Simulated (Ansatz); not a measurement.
Runs of Ansatz 0.2.0 on Re. The structure is hexagonal, space group P6_3/mmc (No. 194). Conventional cell: a = 2.761 Å, b = 2.761 Å, c = 4.458 Å, α = 90.00°, β = 90.00°, γ = 120.00°. Around Re (site symmetry -6m2) lie 12 Re at 2.74 to 2.76 Å. 

```tsv
task	level	potentials or basis	spin	cell	k mesh	cutoff (eV)	gap on the mesh (eV)	pressure (GPa)	relaxed volume (Å³/atom)
elastic constants	PBEsol	all-electron LAPW, scalar-relativistic	off	as given	8 × 8 × 5	304	none	-4.1	-
relaxation of cell and atoms	RPBE+D3(BJ)	all-electron LAPW, scalar-relativistic	off	relaxed	11 × 11 × 6	-	-	0.0	13.43
elastic constants	LDA	all-electron LAPW, scalar-relativistic	off	as given	8 × 8 × 5	304	none	(b)	-
band structure	PBEsol	all-electron LAPW, relativistic spinors	SOC, no magnetisation	as given	8 × 8 × 5	282	-	-3.5	-
relaxation of cell and atoms	PBEsol+D3(BJ)	all-electron LAPW, scalar-relativistic	off	relaxed	11 × 11 × 6	-	-	0.0	(a)
band structure	BLYP	all-electron LAPW, scalar-relativistic	off	as given	11 × 11 × 6	281	-	19.6	-
band structure	PBEsol	all-electron LAPW, scalar-relativistic	off	as given	11 × 11 × 6	281	-	-4.1	-
phonons	PBEsol	all-electron LAPW, scalar-relativistic	off	as given	8 × 8 × 5	304	none	-	-
```

Alike in all rows: smearing fermi-dirac 0.05 eV; basis error allowed 0.001 eV/atom.

Question: Estimate the missing entries.

Answer: (a) 14.27; (b) -10.0.

Caveats: the k mesh is thin for a metal, which can move the energy by tens of meV per atom (some runs); a metal's response needs a denser mesh (some runs); the cell is more than 3 GPa from zero pressure, which shifts response properties (some runs); elastic constants of metals need much finer meshes, so these are rough (some runs); spin-orbit coupling is left out, which moves the levels of the heavy elements (some runs); so large a pressure means that the cell lies far from this level's equilibrium, or that cutoff or potentials fall short (some runs).

A k mesh can miss the band edges, and rows without SOC leave out spin-orbit coupling on Re.

A gap of «none» marks a metal or a gap under the smearing width.

The runs don't all hold the same shells in valence.

Runs at the PBE level aren't shown here.
